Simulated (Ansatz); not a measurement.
# KCl: levels along high-symmetry lines

```xyz
2
Lattice="3.6340 0.0000 0.0000 0.0000 3.6340 0.0000 0.0000 0.0000 3.6340" Properties=species:S:1:pos:R:3 pbc="T T T"
K     0.0000    0.0000    0.0000
Cl    1.8170    1.8170    1.8170
```

Atoms are numbered in the order listed.

The conventional cell has a = 3.634 Å, b = 3.634 Å, c = 3.634 Å, α = 90.00°, β = 90.00°, γ = 90.00°. K (atom 1) is surrounded by 8 Cl at 3.15 Å. Around Cl (atom 2) lie 8 K at 3.15 Å.

The cell is COD entry 1000050, as deposited and not checked against the literature; nothing was relaxed.

Computed with DFT, PBEsol, all-electron LAPW, scalar-relativistic (Ansatz 0.2.0).

The runs use a Γ-centred 7×7×7 k mesh, Fermi–Dirac smearing of 0.01 eV, basis error target 1 meV/atom, no spin polarisation.

Points in fractions of the reciprocal vectors of this cell: Γ (0, 0, 0), X (0, 0.5, 0), M (0.5, 0.5, 0), R (0.5, 0.5, 0.5). The path joins them by straight lines in the order Γ–X–M–Γ–R–X–R–M; legs that retrace an earlier one aren't tabulated. Energies are in eV from the top of the valence band.

Task: List the levels at M between -20 and 6 eV.

Result: -12.51, -11.45 (×2), -10.96, -1.48 (×2), 0.00.

Task: List the levels at X between -20 and 6 eV.

Result: -13.13, -11.00 (×2), -10.87, -2.29, -0.30 (×2).

Task: List the levels at R between -20 and 6 eV.

Result: -12.28, -11.34 (×3), -1.79 (×3).

Task: What is the band gap?

Result: 5.37 eV, indirect from M (0.5, 0.5, 0) to Γ.
